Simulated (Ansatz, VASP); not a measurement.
Two plane-wave programs on PbS

File INCAR:

```
SYSTEM = PbS
PREC = Accurate
ENCUT = 600
EDIFF = 1E-6
ISMEAR = -1
SIGMA = 0.05
LREAL = .False.
LASPH = .True.
NELM = 60
ALGO = Normal
ISIF = 3
LWAVE = .False.
LCHARG = .False.
GGA = RP
IBRION = 2
NSW = 60
EDIFFG = -0.01
```

KPOINTS

```
regular mesh
0
Gamma
  7 7 7
  0 0 0
```

Contents of POSCAR:

```
PbS
1.0
    3.6536590000      0.0000000000      0.0000000000
    0.0000000000      3.6536590000      0.0000000000
    0.0000000000      0.0000000000      3.6536590000
Pb S
1 1
Direct
    0.0000000000      0.0000000000      0.0000000000
    0.5000000000      0.5000000000      0.5000000000
```

File input.yaml:

```yaml
crystal:
  lattice:
    - [3.653659, 0.0, 0.0]
    - [0.0, 3.653659, 0.0]
    - [0.0, 0.0, 3.653659]
  atoms:
    - { symbol: Pb, position: [0.0, 0.0, 0.0] }
    - { symbol: S, position: [0.5, 0.5, 0.5] }
hamiltonian:
  xc: rpbe
  pseudopotentials: { kind: paw }
kpoints:
  mp_grid: { grid: [7, 7, 7] }
scf:
  occupations: { method: fermi_dirac, width: 0.05 }
output:
  forces: true
  stress: true
  eigenvalues: true
  write_density: true
  write_potential: true
  elf: true
  volumetric_format: npy
relax:
  f_tol: 0.01
  max_steps: 40
  cell: { stress_tol: 0.05 }
```

Measurements of this composition are mostly on another form, of space group No. 225.

Alike in both runs: task relaxation of cell and atoms; functional RPBE; k mesh 7 × 7 × 7; occupations fermi-dirac, width 0.05 eV; no spin polarisation.

|  | VASP | Ansatz |
| --- | --- | --- |
| version | VASP 6.6.1 | Ansatz 0.2.0 |
| potentials or method | VASP PAW PBE potentials, release 64 (Pb_d, S) | Ansatz PAW |
| plane-wave cutoff (eV) | 600 | 420 |
| valence electrons in the cell | 20 | 20 |

|  | VASP | Ansatz | Ansatz less VASP |
| --- | --- | --- | --- |
| gap on the k mesh at the Fermi level, each at its own relaxed structure (eV) | 0.26 | 0.26 | +0.002 |
| relaxed volume (Å³/atom) | 25.33 | 25.37 | +0.034 |
| relaxed cell length with the largest relative difference (Å) | 3.700 | 3.702 | +0.0017 |
| energy change over the relaxation (meV/atom) | -6 | -6 | -0.2 |

Caveats: spin-orbit coupling is left out, which as a rule narrows the gap of such compounds by several tenths of an eV; the PAW data sets were made with another functional, which shifts forces and pressure a little (VASP); an odd mesh through Γ misses points on the zone boundary, where band edges often lie (VASP); odd divisions of the mesh miss points on the zone boundary, where band edges often lie, so the gap on the mesh can be too wide (Ansatz); the plane-wave basis is chosen anew once the cell has moved, so the energies of steps on either side of that aren't comparable (Ansatz); the PAW data sets come from PBE, with cores solved anew for the run's functional, which leaves a small shift of forces and pressure (Ansatz).
